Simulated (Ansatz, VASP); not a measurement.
## Two plane-wave programs on Na

```
Na
1.0
     3.76700    0.00000    0.00000
    -1.88350    3.26232    0.00000
     0.00000    0.00000    6.21554
Na
2
Direct
  0.33333 0.66667 0.25000
  0.66667 0.33333 0.75000
```

Change from the starting cell: zz strain of +1 %, PAW files.

Alike in both runs: task electric field gradients; functional LDA; k mesh 11 × 11 × 6; occupations fermi-dirac, width 0.05 eV; no spin polarisation.

|  | VASP | Ansatz |
| --- | --- | --- |
| version | VASP 6.6.1 | Ansatz 0.2.0 |
| potentials or method | VASP PAW LDA potentials, release 64 (Na_pv) | PAW with Ansatz's default frozen-core files, scalar-relativistic |
| plane-wave cutoff (eV) | 520 | 420 |
| valence electrons in the cell | 14 | 18 |

```csv
,VASP,Ansatz,Ansatz less VASP
pressure (GPa),-1.0,-0.9,+0.02
largest component of the traceless stress (GPa),0.13,0.13,0.000
Vzz of the field gradient on the site that differs most (V/Å²),-0.6,-0.5,+0.04
```

The two sets of potentials don't hold the same shells in valence.
